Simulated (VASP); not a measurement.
Input of a VASP 6.6.1 run:

File INCAR:

```
ALGO     = Normal         # electronic algorithm
DIPOL    = 0.5 0.5 0.500
EDIFF    = 1E-6           # SCF threshold, eV
ENCUT    = 600            # plane-wave cutoff, eV
GGA      = PE             # functional
IDIPOL   = 3            
ISIF     = 2              # what is computed and relaxed
ISMEAR   = -1             # smearing method
LASPH    = True           # aspherical terms in the spheres
LCHARG   = True           # write CHGCAR
LDIPOL   = True         
LELF     = True           # ELF
LREAL    = False          # projectors in reciprocal space
LVACPOTAV= True         
LVHAR    = True         
LWAVE    = False          # write WAVECAR
NBANDS   = 20             # bands
NELM     = 100            # most SCF steps
PREC     = Accurate       # precision mode
SIGMA    = 0.05           # smearing width, eV
```

File KPOINTS:

```
k-points
0
Gamma
  7 7 1
```

File POSCAR:

```
K
1.0
    4.7251254772      0.0000000000      0.0000000000
   -2.2093571875      4.1767872334      0.0000000000
    0.0000000000      0.0000000000     22.8117980100
K
3
Direct
    0.1793869800      0.8206130200      0.3287772405
    0.8206130200      0.1793869800      0.5000000000
    0.1793869800      0.8206130200      0.6712227595
```

Potentials or basis: VASP PAW PBE potentials, release 54 (K_sv).

Run with:

```console
$ cat potpaw_PBE.54/K_sv/POTCAR > POTCAR
$ mpirun -np 1 vasp_std > vasp.out
```

(1) Predict the band gap on the k mesh.

(2) Predict the work function of the lower face.

(3) Estimate the largest force.

(4) Predict the work function of the upper face.

Results:

(1) none (metal or under the smearing width).

(2) 2.38 eV.

(3) 0.031 eV/Å.

(4) 2.38 eV.
